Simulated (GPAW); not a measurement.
ZrSe2, 3 atoms in the cell. It takes space group P-3m1 (No. 164, trigonal). Conventional cell: a = 3.798 Å, b = 3.798 Å, c = 6.192 Å, α = 90.00°, β = 90.00°, γ = 120.00°. Zr (site symmetry -3m) has 6 Se at 2.68 Å as nearest neighbours. Se (site symmetry 3m) is surrounded by 3 Zr at 2.68 Å. 

* Program: GPAW 26.7.0
* Task: single point
* Functional: LDA
* Potentials or basis: the program's PAW data sets (release 1.2.1) made for this functional
* Cutoff: 450 eV
* Basis: pw
* k mesh: 7 × 7 × 4
* Occupations: fermi-dirac, width 0.05 eV
* Spin: no spin polarisation
* Hubbard terms: Zr d U = 6.2 eV
* Maxiter: 120
* Convergence: default

Potentials or basis: the program's PAW data sets (release 1.2.1) made for this functional, pw.

Launch:

```bash
$ OMP_NUM_THREADS=1 python run.py
```

Hardware: 1 thread of Arm Neoverse V1, with other jobs on the host.

Task: Estimate the wall time of this run.

Result: It took 18 s on 1 thread of Arm Neoverse V1, with other jobs on the host, peak memory 0.16 GiB. Counts: scf iterations 10, plane waves 1713, bands 24, k points 28.
